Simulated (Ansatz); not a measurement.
Zincblende AlAs was put through Ansatz (plane waves). The cell was relaxed with r2SCAN and then strained, so it isn't that functional's minimum.

The cell:
```
Al As
1.0
     0.00000    2.83892    2.83892
     2.83892    0.00000    2.83892
     2.83892    2.83892    0.00000
Al As
1 1
Cartesian
  0.0000 0.0000 0.0000
  1.4195 1.4195 1.4195
```

Main lines of the log:
```
Functional definition: r2SCAN
  parameter k0 = 0.174
  parameter k1 = 0.065
  parameter a1 = 4.9479
  exchange = r2scan_x(k0 = k0, k1 = k1, a1 = a1)
  correlation = r2scan_c
Crystal: 2 atoms, lattice volume = 45.761 Å³
Basis set: ecut = 500 eV, 1211 PW (Γ)
Bands: 13, of which v1, the nominal top of the filled ones, is band 9 counted from 1 (8 counted from 0)
Symmetry: 24 space group operations
k-points: 46 of 216 (irreducible under 4 space group operations, time reversal used)
preconditioner: auto → none  [insulator: Δε(μ)=1.810 eV  ℏωp=15.5 eV]
Free energy (F): -5406.235125 eV
Fermi energy:    6.062012 eV
--- Per-component energies (eV) ---
  E_band       = -278.566568
  E_kinetic    = 126.884456
  E_local      = -2122.878660
  E_nonlocal   = -660.216914
  E_hartree    = 1135.954224
  E_xc         = -111.239505
  E_vxc        = -115.699349
  E_paw        = -2321.258186
  E_vpaw       = 215.890747
  E_vtau       = 5.544850
  E_ewald      = -1451.963017
  E_core_change = -1.517516
--- Band table (eV; the first three rows and the last of 46) ---
  k-point 0: bands = […, -28.8783, -28.8783, -6.2053, 6.0620, 6.0620, 6.0620, 8.6933, 10.7670, 10.7670, 10.7670]
  k-point 1: bands = […, -28.8782, -28.8782, -5.9276, 3.9952, 5.7957, 5.7957, 9.3876, 11.2188, 11.2188, 11.7546]
  k-point 2: bands = […, -28.8781, -28.8781, -5.2266, 1.5241, 5.3845, 5.3845, 8.9126, 11.3602, 11.3602, 14.1696]
  k-point 45: bands = […, -28.8784, -28.8778, -4.3145, 0.8800, 2.8532, 4.0123, 10.4018, 11.1365, 13.2982, 14.0563]
--- Dielectric response (ions clamped): 3 representative field directions + reference, inside a basis on a mesh of 216 k-points ---
  ε∞ (high-frequency dielectric tensor):
        8.209098     0.000000     0.000000
        0.000000     8.209098     0.000000
        0.000000     0.000000     8.209098
  Born effective charges Z* (e; rows j = field, columns β = displacement):
    site 0:
         2.17135    0.00000    0.00000
         0.00000    2.17135    0.00000
         0.00000    0.00000    2.17135
    site 1:
        -2.17135    0.00000    0.00000
         0.00000   -2.17135    0.00000
         0.00000    0.00000   -2.17135
  ε∞ is read to err by 2.4e-2, Z* by 1.7e-2 e
```

Question: Which of these blocks stood in the input: relax, gw, phonons, dielectric, magnetization (spin_orbit)?

Answer: dielectric. A response with clamped ions alone is the dielectric block.

Question: Which k mesh was typed?

Answer: 6×6×6, Γ-centred.

Question: How were the bands filled?

Answer: Fixed occupations.

Command: `ansatz run input.yaml --threads 2 --pin off --max-ram 20275MiB --backend cpu --events-out ev --progress --plain --runs-dir out`. It took 21 s on 2 threads of AMD EPYC 7R13 Processor (Zen 3) (shared host), load about 1.5 per core; peak host memory 0.94 GiB.

No spin polarisation and no zero-point or thermal motion.

Spin-orbit coupling is left out.
